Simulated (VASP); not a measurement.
Input of a VASP 6.6.1 run:

Contents of INCAR:

```
SYSTEM = Te
PREC     = Accurate       ! precision mode
ENCUT    = 600            ! plane-wave cutoff, eV
EDIFF    = 1E-6           ! SCF threshold, eV
ISMEAR   = -1             ! smearing method
SIGMA    = 0.05           ! smearing width, eV
LREAL    = .False.        ! projectors in reciprocal space
LASPH    = .True.         ! aspherical terms in the spheres
NELM     = 80             ! most SCF steps
ALGO     = Normal         ! electronic algorithm
ISIF     = 3              ! what is computed and relaxed
LWAVE    = .False.        ! write WAVECAR
LCHARG   = .False.        ! write CHGCAR
GGA      = PE             ! functional
IVDW     = 2              ! dispersion correction
IBRION   = 2              ! ionic algorithm
NSW      = 60             ! ionic steps
EDIFFG   = -0.005         ! ionic threshold
```

KPOINTS

```
Automatic mesh
0
Gamma
  4 4 5
  0 0 0
```

The input POSCAR:

```
Te
1.0
    5.8500400000      0.0000000000      0.0000000000
    0.0000000000      5.8500400000      0.0000000000
    0.0000000000      0.0000000000      4.7912000000
Te
4
Direct
    0.0000000000      0.0000000000      0.0000000000
    0.5000000000      0.5000000000      0.0000000000
    0.0000000000      0.5000000000      0.8300400000
    0.5000000000      0.0000000000      0.1699600000
```

Potentials or basis: VASP PAW PBE potentials, release 64 (Te).

Launch:

```console
$ cat potpaw_PBE.64/Te/POTCAR > POTCAR
$ mpirun -np 1 vasp_std > vasp.out
```

Problem. Estimate the relaxed volume.

Solution. 36.72 Å³/atom.

Problem. What does it give for the space group after relaxing (to 0.05 Å)?

Solution. P4/nmm (No. 129).

Problem. What does it give for the dispersion energy per atom?

Solution. -0.217 eV.

Problem. Predict the relaxed cell.

Solution. a = 5.795 Å, b = 5.795 Å, c = 4.375 Å, α = 90.00°, β = 90.00°, γ = 90.00°.

The path:
| step | energy change (eV) | largest force (eV/Å) | pressure (GPa) | volume (Å³) |
| --- | --- | --- | --- | --- |
| 1 | 0.0000 | 0.0280 | -1.13 | 163.97 |
| 2 | -0.0198 | 0.1947 | 0.33 | 157.22 |
| 3 | -0.0206 | 0.1692 | 0.09 | 158.22 |
| 4 | -0.0478 | 0.1693 | 0.09 | 155.06 |
| 5 | -0.0869 | 0.1275 | 0.42 | 145.50 |
| 6 | -0.0877 | 0.1297 | 0.31 | 147.24 |
| 7 | -0.0879 | 0.1292 | 0.35 | 146.67 |
| 8 | -0.0872 | 0.0279 | -0.61 | 149.36 |
| 9 | -0.0901 | 0.0789 | -0.13 | 147.96 |
| 10 | -0.0901 | 0.0852 | -0.07 | 147.79 |
| 11 | -0.0913 | 0.0706 | -0.06 | 147.76 |
| 12 | -0.0931 | 0.0532 | -0.04 | 147.70 |
| 13 | -0.0953 | 0.0253 | -0.01 | 147.56 |
| 14 | -0.0953 | 0.0027 | 0.00 | 147.52 |
| 15 | -0.0954 | 0.0154 | -0.01 | 147.54 |
| 16 | -0.0957 | 0.0161 | -0.16 | 147.42 |
| 17 | -0.0957 | 0.0087 | -0.12 | 147.44 |
| 18 | -0.0957 | 0.0020 | -0.09 | 147.47 |
| 19 | -0.0958 | 0.0008 | 0.02 | 146.76 |
| 20 | -0.0959 | 0.0002 | 0.01 | 146.89 |
